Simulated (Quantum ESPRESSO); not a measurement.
# CaO: dielectric tensor with BLYP

CaO:

```xyz
2
Lattice="0.0000 2.4036 2.4036 2.4036 0.0000 2.4036 2.4036 2.4036 0.0000" Properties=species:S:1:pos:R:3 pbc="T T T"
Ca    0.0000    0.0000    0.0000
O     2.4036    2.4036    2.4036
```

The cell is a database's computed one.

| Item | Value |
| --- | --- |
| Program | Quantum ESPRESSO 7.5 |
| Task | dielectric tensor |
| Functional | BLYP |
| Potentials or basis | PseudoDojo 0.4.1 SR PBE standard |
| Cutoff | 1143 eV |
| Density cutoff | 4572 eV |
| k mesh | 8 × 8 × 8, shifted |
| Occupations | fermi-dirac, width 0.05 eV |
| Spin | no spin polarisation |
| Mixing beta | 0.5 |
| Most SCF iterations | 120 |
| SCF threshold | 4e-10 Ry |

```json
{"Pressure": "4.3 GPa", "Electronic dielectric tensor (diagonal)": "3.69", "Born charges (mean of the diagonal)": "Ca +2.36; O -2.36 e"}
```

Levels at points of the mesh, in eV from the valence-band top:
| k point | band 6 | band 7 | band 8 | band 9 | band 10 | band 11 |
| --- | --- | --- | --- | --- | --- | --- |
| (0.06, 0.06, 0.06) | -0.09 | 0.00 | 0.00 | 5.21 | 6.26 | 6.33 |

Electronic dielectric tensor:
```
3.69 0.00 0.00
0.00 3.69 0.00
0.00 0.00 3.69
```

Born effective charge tensors (e):
atom 1, Ca
```
2.36 0.00 0.00
0.00 2.36 0.00
0.00 0.00 2.36
```
atom 2, O
```
-2.36  0.00  0.00
 0.00 -2.36  0.00
 0.00  0.00 -2.36
```

It took 2.9 min on 1 thread of Intel(R) Xeon(R) 6975P-C (Granite Rapids), with other jobs on the host, peak memory 0.08 GiB.

Caveat: the potentials were made for another functional, which shifts forces and pressure; the cell is more than 3 GPa from zero pressure, which shifts response properties.
